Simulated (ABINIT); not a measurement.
# Au (P6_3/mmc) in ABINIT: notebook

The runs below take Au through relaxation of cell and atoms, with LDA, PBEsol.

Program: ABINIT 10.8.3 (patched build). These are calculated values, not measurements. Logs are shortened: lines on timing, memory, paths and dates and some standing lists are left out, and cuts for length are marked. The log counts tension as positive stress, the text compression.

### Step 1. The structure

Symmetry: P6_3/mmc, No. 194, hexagonal system. The conventional cell has a = 2.900 Å, b = 2.900 Å, c = 4.880 Å, α = 90.00°, β = 90.00°, γ = 120.00°. Around Au (site symmetry -6m2) lie 12 Au at 2.90 to 2.96 Å.

This isn't the form of Au at room conditions, which is fcc.

### Step 2. Relaxation of cell and atoms, LDA

The input, run.abi:

```
# Pseudopotentials
pp_dirpath "./"
pseudos "Au.LDA_PW-JTH.xml"

# Structure
acell 3*1.0 Angstrom
rprim
     2.9000000000     0.0000000000     0.0000000000
    -1.4500000000     2.5114736710     0.0000000000
     0.0000000000     0.0000000000     4.8800000000
ntypat 1
znucl 79
natom 2
typat 1 1
xcart
     1.4500000001     0.8371578902     1.2200000000
    -0.0000000001     1.6743157808     3.6600000000 Angstrom
chkprim 0
chksymtnons 0
tolsym 1.0e-6

# Plane-wave basis
ecut 20.0
pawecutdg 40.0

# k points
kptopt 1
ngkpt 11 11 6
nshiftk 1
shiftk 0.0 0.0 0.0

# Exchange and correlation
ixc 7

# Bands and occupations
nband 15
occopt 3
tsmear 0.00183747

# SCF cycle
nstep 100
tolvrs 1.0e-9

# Output
iomode 3
prtwf 0
prtden 0
prteig 0
prtebands 0
enunit 1

# Relaxation
ionmov 2
ntime 60
tolmxf 5.0e-5
optcell 2
dilatmx 1.08
ecutsm 0.5
```

Potentials or basis: JTH PAW LDA v2.0.

Run with:

```bash
$ abinit run.abi > log 2>&1
```

run.abo:

```text
.Version 10.8.3 of ABINIT
 Symmetries : space group P6_3/m m c (#194); Bravais hP (primitive hexag.)
================================================================================
 Values of the parameters that define the memory need of the present run
     intxc =       0    ionmov =       2      iscf =      17    lmnmax =      18
     lnmax =       6     mgfft =      45  mpssoang =       3    mqgrid =    3001
     natom =       2  nloc_mem =       2    nspden =       1   nspinor =       1
    nsppol =       1      nsym =      24    n1xccc =       1    ntypat =       1
    occopt =       3   xclevel =       1
       mpw =        1310          nfft =       25920          nkpt =          64
 PAW method is used; the additional fine FFT grid is defined by:
   mgfftf=        60    nfftf =     77760
================================================================================
================================================================================

--------------------------------------------------------------------------------
------------- Echo of variables that govern the present computation ------------
--------------------------------------------------------------------------------
 -outvars: echo values of preprocessed input variables --------
            acell      1.8897261259E+00  1.8897261259E+00  1.8897261259E+00 Bohr
              amu      1.96966540E+02
          chkprim           0
      chksymtnons           0
          dilatmx      1.08000000E+00
             ecut      2.00000000E+01 Hartree
           ecutsm      5.00000000E-01 Hartree
           enunit           1
           ionmov           2
                       outvar_i_n : Printing only first  50 k-points.
              ixc           7
                       outvar_i_n : Printing only first  50 k-points.
         kptrlatt       11    0    0      0   11    0      0    0    6
          kptrlen      5.53311810E+01
            natom           2
            nband          15
            ngfft          24      24      45
          ngfftdg          36      36      60
             nkpt          64
            nstep         100
             nsym          24
            ntime          60
           ntypat           1
                       prtocc : prtvol=0, do not print more k-points.
           occopt           3
          optcell           2
        pawecutdg      4.00000000E+01 Hartree
           prtden           0
        prtebands           0
           prteig           0
            prtwf           0
            rprim      2.9000000000E+00  0.0000000000E+00  0.0000000000E+00
                      -1.4500000000E+00  2.5114736710E+00  0.0000000000E+00
                       0.0000000000E+00  0.0000000000E+00  4.8800000000E+00
          spgroup         194
           tolsym      1.00000000E-06
           tolvrs      1.00000000E-09
           tsmear      1.83747000E-03 Hartree
            typat      1  1
           useylm           1
                       outvars : Printing only first  50 k-points.
           xangst      1.4500000000E+00  8.3715789033E-01  1.2200000000E+00
                      -3.7562545666E-16  1.6743157807E+00  3.6600000000E+00
            xcart      2.7401028826E+00  1.5819991369E+00  2.3054658736E+00
                      -7.0982923902E-16  3.1639982737E+00  6.9163976208E+00
             xred      6.6666666667E-01  3.3333333333E-01  2.5000000000E-01
                       3.3333333333E-01  6.6666666667E-01  7.5000000000E-01
            znucl       79.00000

================================================================================

 chkinp: Checking input parameters for consistency.

================================================================================
== DATASET  1 ==================================================================

--- !DatasetInfo
iteration_state: {dtset: 1, }
dimensions: {natom: 2, nkpt: 64, mband: 15, nsppol: 1, nspinor: 1, nspden: 1, mpw: 1310, }
cutoff_energies: {ecut:  20.0, pawecutdg:  40.0, }
electrons: {nelect:   2.20000000E+01, charge:   0.00000000E+00, occopt:   3.00000000E+00, tsmear:   1.83747000E-03, }
meta: {optdriver: 0, ionmov: 2, optcell: 2, iscf: 17, paral_kgb: 0, }
...

 Exchange-correlation functional for the present dataset will be:
  LDA: Perdew-Wang 92 LSD fit to Ceperley-Alder data - ixc=7
  J.P.Perdew and Y.Wang, PRB 45, 13244 (1992)

 Real(R)+Recip(G) space primitive vectors, cartesian coordinates (Bohr,Bohr^-1):
 R(1)=  5.4802058  0.0000000  0.0000000  G(1)=  0.1824749  0.1053519  0.0000000
 R(2)= -2.7401029  4.7459974  0.0000000  G(2)=  0.0000000  0.2107039  0.0000000
 R(3)=  0.0000000  0.0000000  9.2218635  G(3)=  0.0000000  0.0000000  0.1084380
 Unit cell volume ucvol=  2.3985184E+02 bohr^3
 Angles (23,13,12)=  9.00000000E+01  9.00000000E+01  1.20000000E+02 degrees

 Coarse grid specifications (used for wave-functions):

 getcut: wavevector=  0.0000  0.0000  0.0000  ngfft=  24  24  45
         ecut(hartree)=     23.328   => boxcut(ratio)=   2.01424

 Fine grid specifications (used for densities):

 getcut: wavevector=  0.0000  0.0000  0.0000  ngfft=  36  36  60
         ecut(hartree)=     46.656   => boxcut(ratio)=   2.11599

--- Pseudopotential description ------------------------------------------------
- pspini: atom type   1  psp file is ./Au.LDA_PW-JTH.xml
 Pseudopotential format is: paw10
 basis_size (lnmax)=  6 (lmn_size= 18), orbitals=   0   0   1   1   2   2
 Spheres core radius: rc_sph= 2.50869560
 Shapefunction is SIN type: shapef(r)=[sin(pi*r/rshp)/(pi*r/rshp)]**2
 Radius for shape functions =  2.26305713
 Compensation charge density is not taken into account in XC energy/potential

   1.49711497E+03                                ecore*ucvol(ha*bohr**3)
--------------------------------------------------------------------------------

================================================================================

=== [ionmov= 2] Broyden-Fletcher-Goldfarb-Shanno method (forces)
================================================================================

--- Iteration: ( 1/60) Internal Cycle: (1/1)
--------------------------------------------------------------------------------

---SELF-CONSISTENT-FIELD CONVERGENCE--------------------------------------------
[... 793 lines left out ...]
 Difference of energy with previous step (new-old):
           Absolute (Ha)=-1.21732E-08
           Relative     =-1.77318E-10

 At Broyd/MD step   8, gradients are converged :
  max grad (force/stress) = 9.0999E-07 < tolmxf= 5.0000E-05 ha/bohr (free atoms)

================================================================================

 ----iterations are completed or convergence reached----

 Mean square residual over all n,k,spin=   46.954E-09; max=  36.394E-06
 reduced coordinates (array xred) for    2 atoms
       0.666666666667      0.333333333333      0.250000000000
       0.333333333333      0.666666666667      0.750000000000
 rms dE/dt=  7.7730E-29; max dE/dt=  1.3463E-28; dE/dt below (all hartree)
    1       0.000000000000      0.000000000000      0.000000000000
    2      -0.000000000000      0.000000000000      0.000000000000

 cartesian coordinates (angstrom) at end:
    1      1.42319845180607     0.82168400926871     1.18350844521966
    2     -0.00000000000000     1.64336801853742     3.55052533565898

 cartesian forces (hartree/bohr) at end:
    1     -0.00000000000000    -0.00000000000000    -0.00000000000000
    2      0.00000000000000     0.00000000000000    -0.00000000000000
 frms,max,avg= 1.6686435E-29 2.5029652E-29   0.000E+00  0.000E+00  0.000E+00 h/b

 cartesian forces (eV/Angstrom) at end:
    1     -0.00000000000000    -0.00000000000000    -0.00000000000000
    2      0.00000000000000     0.00000000000000    -0.00000000000000
 frms,max,avg= 8.5805098E-28 1.2870765E-27   0.000E+00  0.000E+00  0.000E+00 e/A
 length scales=  5.378910593459  5.378910593499  8.946027316656 bohr
              =  2.846396903612  2.846396903633  4.734033780879 angstroms
 Fermi (or HOMO) energy (eV) =   8.00736   Average Vxc (eV)= -12.09226
 Eigenvalues (   eV  ) for nkpt=  64  k points:
 kpt#   1, nband= 15, wtk=  0.00138, kpt=  0.0000  0.0000  0.0000 (reduced coord)
  -2.17986    0.39748    3.08736    3.33756    3.33756    3.68038    3.68038    4.34704
   4.34704    5.84294    5.84294    6.77945   10.90743   23.12586   24.55827
 prteigrs : prtvol=0 or 1, do not print more k-points.

--- !EnergyTerms
iteration_state     : {dtset: 1, itime: 8, icycle: 1, }
comment             : Components of total free energy in Hartree
kinetic             :  1.85957795326519E+01
hartree             :  6.99318666012145E+00
xc                  : -6.02416961571308E+00
Ewald energy        : -7.24798619523273E+01
psp_core            :  6.67891089095073E+00
local_psp           : -2.68666401461600E+01
PAW spherical_terms :  4.45141027959202E+00
internal            : -6.86513843508842E+01
'-kT*entropy'       : -2.85163103606332E-04
total_energy        : -6.86516695139878E+01
total_energy_eV     : -1.86810709557656E+03
...

--- !EnergyTermsDC
iteration_state     : {dtset: 1, itime: 8, icycle: 1, }
comment             : '"Double-counting" decomposition of free energy'
band_energy         :  2.97923095553935E+00
Ewald energy        : -7.24798619523273E+01
psp_core            :  6.67891089095073E+00
xc_dc               : -5.83036760977032E+00
PAW spherical_terms :  7.36746087380169E-04
internal            : -6.86513509695201E+01
'-kT*entropy'       : -2.85163103606332E-04
total_energy_dc     : -6.86516361326237E+01
total_energy_dc_eV  : -1.86810618722337E+03
...

--- !EnergyTermsWithPAWCore
iteration_state     : {dtset: 1, itime: 8, icycle: 1, }
comment             : 'Components of total free energy, including PAW core contributions'
Total energy        : -3.80030576942926E+04
Total energy DC     : -3.80030576609113E+04
Total energy (eV)   : -1.03411588144770E+06
Total energy DC (eV): -1.03411588053934E+06
...

 Cartesian components of stress tensor (hartree/bohr^3)
  sigma(1 1)=  9.09990950E-09  sigma(3 2)=  0.00000000E+00
  sigma(2 2)=  9.09931328E-09  sigma(3 1)=  0.00000000E+00
  sigma(3 3)= -8.27403415E-09  sigma(2 1)=  0.00000000E+00

-Cartesian components of stress tensor (GPa)         [Pressure= -9.7336E-05 GPa]
- sigma(1 1)=  2.67728581E-04  sigma(3 2)=  0.00000000E+00
- sigma(2 2)=  2.67711039E-04  sigma(3 1)=  0.00000000E+00
- sigma(3 3)= -2.43430489E-04  sigma(2 1)=  0.00000000E+00

== END DATASET(S) ==============================================================
================================================================================

 -outvars: echo values of variables after computation  --------
            acell      5.3789105935E+00  5.3789105935E+00  8.9460273167E+00 Bohr
           etotal     -6.8651636133E+01
            fcart     -2.5029652161E-29 -1.4450876413E-29 -0.0000000000E+00
                       2.5029652161E-29  1.4450876413E-29 -0.0000000000E+00
            rprim      1.0000000000E+00  0.0000000000E+00  0.0000000000E+00
                      -5.0000000000E-01  8.6602540379E-01  0.0000000000E+00
                       0.0000000000E+00  0.0000000000E+00  1.0000000000E+00
           strten      9.0999094995E-09  9.0993132786E-09 -8.2740341488E-09
                       0.0000000000E+00  0.0000000000E+00  0.0000000000E+00
           xangst      1.4231984518E+00  8.2168400927E-01  1.1835084452E+00
                      -3.6868246095E-16  1.6433680185E+00  3.5505253357E+00
             xred      6.6666666667E-01  3.3333333333E-01  2.5000000000E-01
                       3.3333333333E-01  6.6666666667E-01  7.5000000000E-01
 Calculation completed.
```

Run time: 4 min. Hardware: 1 thread of Arm Neoverse V2, shared host; peak memory 0.15 GiB.

What came out:

- Free energy: -1868.1062 eV
- Relaxed volume: 16.61 Å³/atom
- Relaxed cell: a = 2.846 Å, b = 2.846 Å, c = 4.734 Å, α = 90.00°, β = 90.00°, γ = 120.00°
- Space group after relaxing (to 0.05 Å): P6_3/mmc (No. 194)
- Energy gained by relaxing: 41.7 meV/atom
- Ionic steps: 8
- Pressure after relaxing: 0.0 GPa
- Band gap on the k mesh: none (metal or under the smearing width)
- Valence electrons inside the program's atomic spheres: Au 9.53 (radii [1.3275] Å)

The path:
```csv
step,energy change (eV),largest force (eV/Å),pressure (GPa),volume (Å³)
1,0.0000,0.0000,-10.63,35.54
2,-0.0598,0.0000,-5.96,34.40
3,-0.0821,0.0000,0.96,33.07
4,-0.0827,0.0000,-0.03,33.24
5,-0.0829,0.0000,-0.12,33.25
6,-0.0834,0.0000,-0.11,33.24
7,-0.0834,0.0000,-0.02,33.22
8,-0.0834,0.0000,0.00,33.22
```

Final structure:
```
Au
1.0
     2.84640    0.00000    0.00000
    -1.42320    2.46505    0.00000
     0.00000    0.00000    4.73403
Au
2
Direct
  0.66667 0.33333 0.25000
  0.33333 0.66667 0.75000
```

Levels at points of the mesh, in eV from the Fermi level:
| k point | band 8 | band 9 | band 10 | band 11 | band 12 | band 13 | band 14 | band 15 |
| --- | --- | --- | --- | --- | --- | --- | --- | --- |
| (0.00, 0.00, 0.00) | -3.66 | -3.66 | -2.16 | -2.16 | -1.23 | 2.90 | 15.12 | 16.55 |
| (0.00, 0.00, 0.50) | -4.72 | -2.65 | -2.65 | -2.65 | -2.65 | 11.08 | 11.08 | 15.45 |

The run has no spin-orbit coupling, so splittings on Au are missing. LDA usually gives volumes a few per cent too small.

### Step 3. Relaxation of cell and atoms, PBEsol

Edit run.abi of step 2 so:

```diff
@@ -2,3 +2,3 @@
 pp_dirpath "./"
-pseudos "Au.LDA_PW-JTH.xml"
+pseudos "Au.GGA_PBE-JTH.xml"
 
@@ -24,2 +24,3 @@
 pawecutdg 40.0
+pawxcdev 0
 
@@ -32,3 +33,3 @@
 # Exchange and correlation
-ixc 7
+ixc -116133
```

Potentials or basis: JTH PAW PBE v2.0.

Run with:

```bash
$ abinit run.abi > log 2>&1
```

Run time: 4.5 min. Hardware: 1 thread of Arm Neoverse V2, shared host; peak memory 0.16 GiB.

Results (log left out):

```
Free energy                                           : -1861.2218 eV
Relaxed volume                                        : 17.09 Å³/atom
Relaxed cell                                          : a = 2.873 Å, b = 2.873 Å, c = 4.780 Å, α = 90.00°, β = 90.00°, γ = 120.00°
Space group after relaxing (to 0.05 Å)                : P6_3/mmc (No. 194)
Energy gained by relaxing                             : 13.6 meV/atom
Ionic steps                                           : 8
Pressure after relaxing                               : 0.0 GPa
Band gap on the k mesh                                : none (metal or under the smearing width)
Valence electrons inside the program's atomic spheres : Au 9.48 (radii [1.3275] Å)
```

The path:
```
step  energy change (eV)  largest force (eV/Å)  pressure (GPa)  volume (Å³)
   1              0.0000                0.0000           -5.97        35.54
   2             -0.0188                0.0000           -3.29        34.90
   3             -0.0265                0.0000            0.28        34.14
   4             -0.0266                0.0000            0.04        34.18
   5             -0.0270                0.0000           -0.22        34.23
   6             -0.0271                0.0000           -0.18        34.21
   7             -0.0271                0.0000           -0.05        34.19
   8             -0.0272                0.0000            0.00        34.18
```

Final structure:
```xyz
2
Lattice="2.8732 0.0000 0.0000 -1.4366 2.4883 0.0000 0.0000 0.0000 4.7803" Properties=species:S:1:pos:R:3 pbc="T T T"
Au    1.4366    0.8294    1.1951
Au    0.0000    1.6589    3.5852
```

Levels at points of the mesh, in eV from the Fermi level:
```tsv
k point	band 9	band 10	band 11	band 12	band 13	band 14
(0.00, 0.00, 0.00)	-3.56	-2.15	-2.15	-1.12	2.79	15.10
(0.00, 0.00, 0.50)	-2.61	-2.61	-2.61	-2.61	10.87	10.87
```

Caveat: the PAW data sets were made with another functional, which shifts forces and pressure a little. Spin-orbit coupling is left out, which matters for the levels of Au.
